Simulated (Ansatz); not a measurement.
input.yaml

```yaml
crystal:
  lattice:
    - [2.9357969418, 0.0, 0.0]
    - [-1.4678984709, 2.5424747319, 0.0]
    - [0.0, 0.0, 23.6361929095]
  atoms:
    - { symbol: Ti, position: [0.3333333333, 0.6666666667, 0.3596179821] }
    - { symbol: Ti, position: [0.6666666667, 0.3333333333, 0.4531964186] }
    - { symbol: Ti, position: [0.3333333333, 0.6666666667, 0.5467425955] }
    - { symbol: H, position: [0.0, 0.0, 0.5848197936] }
basis:
  ecutwfc: 500
kpoints:
  mp_grid: { grid: [12, 12, 1] }
hamiltonian:
  xc: r2scan
scf:
  occupations: { method: gaussian, width: 0.1 }
output:
  forces: true
  eigenvalues: true
relax:
  adjacent_minimum: "off"
  f_tol: 0.03
  max_steps: 70
  constraints: [{ sites: [0] }]
efield:
  axis: 3
  dipole_correction: true
  ramp_width: 0.04
```

Launched with
```bash
ansatz run input.yaml --threads 2 --pin off --max-ram 5120MiB --backend cpu --events-out ev --progress --plain --runs-dir out
```

The calculation used Ansatz 0.2.0, DFT r2SCAN, scalar-relativistic, plane waves, PAW.

Part of what the program printed, abridged (iterations and final results):

```
SCF iter   1: F=—  HF=-7528.198758 eV  |F-HF|=—  |Δ(HF+E_count)|=         —  Δρ=1.09e-2  dr2=9.73e-1  dr2_τ=3.52e-2  ethr=1.77e-3  p=0.016 e·Å  D=1.69e-2 V/Å  ΔV_dip=-0.40 eV  dr2_dipole=2.07e-1  V_vac-E_F(+/−)=3.64/4.04 eV  ⟨swp⟩=7.5  Hψ=2196  notcnv=0
efield: sawtooth ramp at fractional position 0.9522 (placed from the atoms, in the widest stretch of the axis that holds none; the zero of the levels goes with the place), width 0.0400; the density the first Hamiltonian is built on has a dipole p = 0.016 e·Å; the dipole correction subtracts the counter field D = 1.69e-2 V/Å, which shifts the + side's vacuum level by -0.40 eV against the − side's; the planar-averaged density in the ramp window peaks in size at 2.3e-5 e/Å³
SCF iter   2: F=—  HF=-7528.239632 eV  |F-HF|=—  |Δ(HF+E_count)|=   4.09e-2  Δρ=7.78e-3  dr2=1.27e-1  dr2_τ=9.63e-3  ethr=1.77e-3  p=0.009 e·Å  D=9.64e-3 V/Å  ΔV_dip=-0.23 eV  dr2_dipole=6.04e-3  V_vac-E_F(+/−)=4.21/4.43 eV  ⟨swp⟩=2.8  Hψ=999  notcnv=0  defer=1
SCF iter   3: F=—  HF=-7528.233466 eV  |F-HF|=—  |Δ(HF+E_count)|=   6.17e-3  Δρ=2.03e-3  dr2=1.23e-2  dr2_τ=4.22e-4  ethr=3.43e-4  p=0.009 e·Å  D=8.98e-3 V/Å  ΔV_dip=-0.21 eV  dr2_dipole=5.04e-4  V_vac-E_F(+/−)=4.20/4.41 eV  ⟨swp⟩=3.1  Hψ=952  notcnv=0  defer=1
SCF iter   4: F=—  HF=-7528.231583 eV  |F-HF|=—  |Δ(HF+E_count)|=   1.88e-3  Δρ=5.86e-4  dr2=1.94e-3  dr2_τ=2.87e-5  ethr=3.32e-5  p=0.011 e·Å  D=1.14e-2 V/Å  ΔV_dip=-0.27 eV  dr2_dipole=1.11e-5  V_vac-E_F(+/−)=4.22/4.49 eV  ⟨swp⟩=2.7  Hψ=722  notcnv=0  defer=1
SCF iter   5: F=—  HF=-7528.232101 eV  |F-HF|=—  |Δ(HF+E_count)|=   5.18e-4  Δρ=3.51e-4  dr2=7.67e-4  dr2_τ=2.17e-5  ethr=5.24e-6  p=0.012 e·Å  D=1.27e-2 V/Å  ΔV_dip=-0.30 eV  dr2_dipole=1.82e-4  V_vac-E_F(+/−)=4.25/4.55 eV  ⟨swp⟩=2.0  Hψ=527  notcnv=0  defer=1
SCF iter   6: F=—  HF=-7528.232221 eV  |F-HF|=—  |Δ(HF+E_count)|=   1.20e-4  Δρ=1.17e-4  dr2=1.04e-4  dr2_τ=1.35e-6  ethr=2.07e-6  p=0.014 e·Å  D=1.47e-2 V/Å  ΔV_dip=-0.35 eV  dr2_dipole=1.62e-5  V_vac-E_F(+/−)=4.25/4.60 eV  ⟨swp⟩=2.0  Hψ=540  notcnv=0  defer=1
SCF iter   7: F=—  HF=-7528.232274 eV  |F-HF|=—  |Δ(HF+E_count)|=   5.33e-5  Δρ=8.69e-5  dr2=2.60e-5  dr2_τ=9.21e-7  ethr=2.81e-7  p=0.016 e·Å  D=1.63e-2 V/Å  ΔV_dip=-0.39 eV  dr2_dipole=8.46e-8  V_vac-E_F(+/−)=4.25/4.63 eV  ⟨swp⟩=2.9  Hψ=648  notcnv=0  defer=1
SCF iter   8: F=-7528.232266 eV  HF=-7528.232278 eV  |F-HF|=1.19e-5  |Δ(HF+E_count)|=   3.87e-6  Δρ=3.74e-5  dr2=1.36e-5  dr2_τ=1.46e-7  ethr=6.08e-8  p=0.016 e·Å  D=1.69e-2 V/Å  ΔV_dip=-0.40 eV  dr2_dipole=1.44e-6  V_vac-E_F(+/−)=4.25/4.65 eV  ⟨swp⟩=8.7  Hψ=2107  notcnv=0
SCF 1 converged in 8 iterations: F = -7528.232266 eV  dr2 = 1.36e-5
relax step   1: F+E_penalty+E_count = -7528.23226613 eV  Δ(F+E_penalty+E_count) = +0.000e0 eV  max|allowed force component| = 4.747e-1 eV/Å  Δτ_max = 0.0000 Å  (8 SCF iters, dr2 threshold 2.25e-5 eV, accepted)
Initial density: handed on by an earlier stage of this run
Initial wavefunctions: those handed on with the density
SCF iter   1: F=—  HF=-7528.225346 eV  |F-HF|=—  |Δ(HF+E_count)|=         —  Δρ=1.02e-2  dr2=1.36e0  dr2_τ=1.78e-1  ethr=3.10e-3  p=0.016 e·Å  D=1.69e-2 V/Å  ΔV_dip=-0.40 eV  dr2_dipole=2.54e-1  V_vac-E_F(+/−)=4.23/4.63 eV  ⟨swp⟩=3.5  Hψ=1167  notcnv=0
efield: sawtooth ramp at fractional position 0.9522 (handed on by an earlier solve), width 0.0400; the density the first Hamiltonian is built on has a dipole p = 0.016 e·Å; the dipole correction subtracts the counter field D = 1.69e-2 V/Å, which shifts the + side's vacuum level by -0.40 eV against the − side's; the planar-averaged density in the ramp window peaks in size at 2.4e-6 e/Å³
SCF iter   2: F=—  HF=-7528.274785 eV  |F-HF|=—  |Δ(HF+E_count)|=   4.94e-2  Δρ=3.19e-3  dr2=6.63e-2  dr2_τ=4.93e-3  ethr=3.10e-3  p=-0.011 e·Å  D=-1.09e-2 V/Å  ΔV_dip=0.26 eV  dr2_dipole=5.82e-5  V_vac-E_F(+/−)=4.94/4.68 eV  ⟨swp⟩=2.0  Hψ=783  notcnv=0  defer=2
SCF iter   3: F=—  HF=-7528.269706 eV  |F-HF|=—  |Δ(HF+E_count)|=   5.08e-3  Δρ=1.46e-3  dr2=1.01e-2  dr2_τ=2.52e-4  ethr=1.79e-4  p=0.006 e·Å  D=5.70e-3 V/Å  ΔV_dip=-0.13 eV  dr2_dipole=3.02e-7  V_vac-E_F(+/−)=4.54/4.68 eV  ⟨swp⟩=2.9  Hψ=868  notcnv=0  defer=2
SCF iter   4: F=—  HF=-7528.268077 eV  |F-HF|=—  |Δ(HF+E_count)|=   1.63e-3  Δρ=3.22e-4  dr2=8.11e-4  dr2_τ=1.53e-5  ethr=2.73e-5  p=0.004 e·Å  D=3.88e-3 V/Å  ΔV_dip=-0.09 eV  dr2_dipole=2.82e-4  V_vac-E_F(+/−)=4.59/4.68 eV  ⟨swp⟩=2.2  Hψ=715  notcnv=0  defer=2
SCF iter   5: F=—  HF=-7528.268120 eV  |F-HF|=—  |Δ(HF+E_count)|=   4.23e-5  Δρ=1.17e-4  dr2=6.23e-5  dr2_τ=1.60e-6  ethr=2.19e-6  p=0.005 e·Å  D=4.73e-3 V/Å  ΔV_dip=-0.11 eV  dr2_dipole=4.74e-6  V_vac-E_F(+/−)=4.57/4.69 eV  ⟨swp⟩=2.0  Hψ=540  notcnv=0  defer=2
SCF iter   6: F=-7528.268126 eV  HF=-7528.268125 eV  |F-HF|=8.84e-7  |Δ(HF+E_count)|=   5.04e-6  Δρ=4.16e-5  dr2=5.27e-6  dr2_τ=2.79e-7  ethr=3.81e-8  p=0.005 e·Å  D=5.12e-3 V/Å  ΔV_dip=-0.12 eV  dr2_dipole=1.40e-6  V_vac-E_F(+/−)=4.57/4.69 eV  ⟨swp⟩=8.9  Hψ=2289  notcnv=0
SCF 2 converged in 6 iterations: F = -7528.268126 eV  dr2 = 5.27e-6
relax step   2: F+E_penalty+E_count = -7528.26812562 eV  Δ(F+E_penalty+E_count) = -3.586e-2 eV  max|allowed force component| = 1.028e-1 eV/Å  Δτ_max = 0.1927 Å  (6 SCF iters, dr2 threshold 1.41e-5 eV, accepted)
SCF iter   1: F=—  HF=-7528.265777 eV  |F-HF|=—  |Δ(HF+E_count)|=         —  Δρ=1.87e-3  dr2=5.33e-2  dr2_τ=1.01e-2  ethr=9.70e-4  p=0.005 e·Å  D=5.12e-3 V/Å  ΔV_dip=-0.12 eV  dr2_dipole=1.08e-2  V_vac-E_F(+/−)=4.56/4.68 eV  ⟨swp⟩=2.0  Hψ=825  notcnv=0  defer=2
efield: sawtooth ramp at fractional position 0.9522 (handed on by an earlier solve), width 0.0400; the density the first Hamiltonian is built on has a dipole p = 0.005 e·Å; the dipole correction subtracts the counter field D = 5.12e-3 V/Å, which shifts the + side's vacuum level by -0.12 eV against the − side's; the planar-averaged density in the ramp window peaks in size at 1.8e-6 e/Å³
SCF iter   2: F=—  HF=-7528.270135 eV  |F-HF|=—  |Δ(HF+E_count)|=   4.36e-3  Δρ=6.78e-4  dr2=1.55e-3  dr2_τ=1.71e-4  ethr=1.44e-4  p=0.009 e·Å  D=9.05e-3 V/Å  ΔV_dip=-0.21 eV  dr2_dipole=3.01e-5  V_vac-E_F(+/−)=4.48/4.69 eV  ⟨swp⟩=1.2  Hψ=592  notcnv=0  defer=2
SCF iter   3: F=—  HF=-7528.270184 eV  |F-HF|=—  |Δ(HF+E_count)|=   4.92e-5  Δρ=3.73e-4  dr2=1.70e-3  dr2_τ=1.42e-5  ethr=4.20e-6  p=0.007 e·Å  D=7.53e-3 V/Å  ΔV_dip=-0.18 eV  dr2_dipole=2.34e-4  V_vac-E_F(+/−)=4.51/4.69 eV  ⟨swp⟩=3.5  Hψ=872  notcnv=0  defer=2
SCF iter   4: F=—  HF=-7528.270108 eV  |F-HF|=—  |Δ(HF+E_count)|=   7.66e-5  Δρ=8.62e-5  dr2=4.15e-5  dr2_τ=8.75e-7  ethr=4.20e-6  p=0.008 e·Å  D=8.10e-3 V/Å  ΔV_dip=-0.19 eV  dr2_dipole=1.18e-5  V_vac-E_F(+/−)=4.50/4.69 eV  ⟨swp⟩=1.8  Hψ=517  notcnv=0  defer=2
SCF iter   5: F=—  HF=-7528.270057 eV  |F-HF|=—  |Δ(HF+E_count)|=   5.08e-5  Δρ=2.94e-5  dr2=3.18e-6  dr2_τ=1.20e-7  ethr=1.12e-7  p=0.008 e·Å  D=8.11e-3 V/Å  ΔV_dip=-0.19 eV  dr2_dipole=6.41e-11  V_vac-E_F(+/−)=4.50/4.69 eV  ⟨swp⟩=2.5  Hψ=697  notcnv=0  defer=2
SCF iter   6: F=—  HF=-7528.270057 eV  |F-HF|=—  |Δ(HF+E_count)|=   4.45e-7  Δρ=1.49e-5  dr2=1.30e-6  dr2_τ=3.37e-8  ethr=8.58e-9  p=0.008 e·Å  D=8.13e-3 V/Å  ΔV_dip=-0.19 eV  dr2_dipole=2.33e-7  V_vac-E_F(+/−)=4.50/4.69 eV  ⟨swp⟩=2.3  Hψ=569  notcnv=0  defer=2
SCF iter   7: F=-7528.270057 eV  HF=-7528.270057 eV  |F-HF|=6.22e-9  |Δ(HF+E_count)|=   1.22e-7  Δρ=5.72e-6  dr2=9.55e-8  dr2_τ=2.34e-9  ethr=2.70e-10  p=0.008 e·Å  D=8.13e-3 V/Å  ΔV_dip=-0.19 eV  dr2_dipole=1.78e-8  V_vac-E_F(+/−)=4.50/4.69 eV  ⟨swp⟩=6.5  Hψ=2208  notcnv=0
SCF 3 converged in 7 iterations: F = -7528.270057 eV  dr2 = 9.55e-8
relax step   3: F+E_penalty+E_count = -7528.27005736 eV  Δ(F+E_penalty+E_count) = -1.932e-3 eV  max|allowed force component| = 1.768e-2 eV/Å  Δτ_max = 0.0299 Å  (7 SCF iters, accepted)
SCF iter   1: F=—  HF=-7528.270057 eV  |F-HF|=—  |Δ(HF+E_count)|=         —  Δρ=5.72e-6  dr2=9.55e-8  dr2_τ=2.34e-9  ethr=2.60e-10  p=0.008 e·Å  D=8.13e-3 V/Å  ΔV_dip=-0.19 eV  dr2_dipole=1.78e-8  V_vac-E_F(+/−)=4.50/4.69 eV  ⟨swp⟩=1.3  Hψ=2468  notcnv=0
efield: sawtooth ramp at fractional position 0.9522 (kept from the solve that this one continues, or follows in the run), width 0.0400; the density the first Hamiltonian is built on has a dipole p = 0.008 e·Å; the dipole correction subtracts the counter field D = 8.13e-3 V/Å, which shifts the + side's vacuum level by -0.19 eV against the − side's; the planar-averaged density in the ramp window peaks in size at 1.6e-6 e/Å³
SCF iter   2: F=-7528.270057 eV  HF=-7528.270057 eV  |F-HF|=2.49e-8  |Δ(HF+E_count)|=   6.72e-8  Δρ=4.03e-6  dr2=5.18e-8  dr2_τ=1.47e-9  ethr=2.58e-10  p=0.008 e·Å  D=8.13e-3 V/Å  ΔV_dip=-0.19 eV  dr2_dipole=1.63e-9  V_vac-E_F(+/−)=4.50/4.69 eV  ⟨swp⟩=5.0  Hψ=1422  notcnv=0
SCF 4 converged in 2 iterations: F = -7528.270057 eV  dr2 = 5.18e-8
SCF converged after 2 iterations
Free energy (F): -7528.270057 eV
Harris-Foulkes:  -7528.270057 eV  (|F-HF|=2.49e-8)
Internal energy: -7528.245067 eV  (E = F + TS)
E sigma→0 (E₀):  -7528.257562 eV
Entropy (-TS):   -0.024990 eV (-6.248 meV/atom)
Fermi energy:    0.898789 eV
Dipole field:    D = 0.008068 V/Å  (p = 0.007866 e·Å, saw-weighted, corrected)
Work function:   Φ+ = 4.4970 eV   Φ− = 4.6877 eV
Levels:          The Fermi level and band energies are counted from a zero that moves with the ramp; work functions are not
--- Per-component energies (eV) ---
  E_band       = -965.422622
  E_kinetic    = 829.837592
  E_local      = -36219.792603  (includes V_loc(G=0)·N_el)
  E_nonlocal   = 23.972083
  E_hartree    = 17661.475405
  E_xc         = -286.488389
  E_vxc        = -409.451386  (∫ρ·V_xc dr)
  E_paw        = -3170.797907  (= ΣΔE_a)
  E_vpaw       = -541.160449  (= ΣTr[D̂ρ^β])
  E_aug_tail   = -0.000158  (compensation charges beyond the density's cutoff)
  E_vtau       = 28.128075  (kinetic-family band-sum trace: ∫τ·v_τ [+ j·A + Jᵃ·Aᵃ] dr)
  E_efield     = 0.000032  (sawtooth field / dipole correction)
  E_vefield    = 0.105354  (∫n·V_field dr)
  E_ewald      = 13634.309249
  E_core_change = -0.760371  (= ΣΔE_core)
  E_smearing   = -0.024990  (= −TS)
--- Forces (eV/Å), atoms counted from 1 ---
  atom   1  Ti     0.00000000     0.00000000    -0.01046790
  atom   2  Ti     0.00000000     0.00000000     0.01249559
  atom   3  Ti     0.00000000     0.00000000    -0.01789080
  atom   4  H      0.00000000     0.00000000     0.01585993
--- Band table (eV; the first three rows and the last of 19) ---
  k-point 0: bands = ["-58.4155", "-58.3314", "-58.0033", "-33.8662", "-33.6782", "-33.2500", "-33.2500", "-33.2248", "-33.2248", "-33.0674", "-32.9409", "-32.9409", "-6.1795", "-4.5543", "-2.6359", "-0.4486", "0.8544", "1.4247", "1.6966", "1.6966", "1.7730", "1.7730", "2.0219"]
  k-point 1: bands = ["-58.4102", "-58.3259", "-57.9990", "-33.8554", "-33.6758", "-33.2865", "-33.2651", "-33.2581", "-33.2329", "-33.0597", "-32.9706", "-32.9474", "-6.0118", "-4.3750", "-2.4705", "-0.4363", "0.8554", "1.1965", "1.5444", "1.6555", "1.7981", "1.9050", "1.9235"]
  k-point 2: bands = ["-58.3956", "-58.3107", "-57.9873", "-33.8265", "-33.6706", "-33.3848", "-33.3613", "-33.2803", "-33.2548", "-33.0591", "-33.0423", "-32.9652", "-5.5454", "-3.8714", "-2.0289", "-0.4395", "0.6785", "0.8615", "1.1120", "1.4524", "1.9598", "2.0259", "2.2588"]
  k-point 18: bands = ["-58.3255", "-58.2369", "-57.9314", "-33.7268", "-33.6509", "-33.6161", "-33.5836", "-33.5729", "-33.5714", "-33.2443", "-33.1875", "-33.0700", "-3.3792", "-0.6966", "-0.4635", "-0.4416", "-0.1260", "0.4670", "0.7302", "1.0605", "1.1399", "1.3581", "2.9065"]
--- Relaxed structure (3 steps of the walk, 3 accepted, 0 SCFs on fresh bases) ---
  F+E_penalty+E_count = -7528.27005736 eV   max|allowed force component| = 1.768e-2 eV/Å
  atoms:
    - { symbol: Ti, position: [0.33333333, 0.66666666, 0.3596179821] }
    - { symbol: Ti, position: [0.66666666, 0.33333333, 0.45250787] }
    - { symbol: Ti, position: [0.33333333, 0.66666666, 0.54856297] }
    - { symbol: H, position: [0.0, 0.0, 0.59170860] }
```

The relaxation met its thresholds.

It took 28 s on 2 threads of Arm Neoverse V2 (shared host), peak memory 0.8 GiB.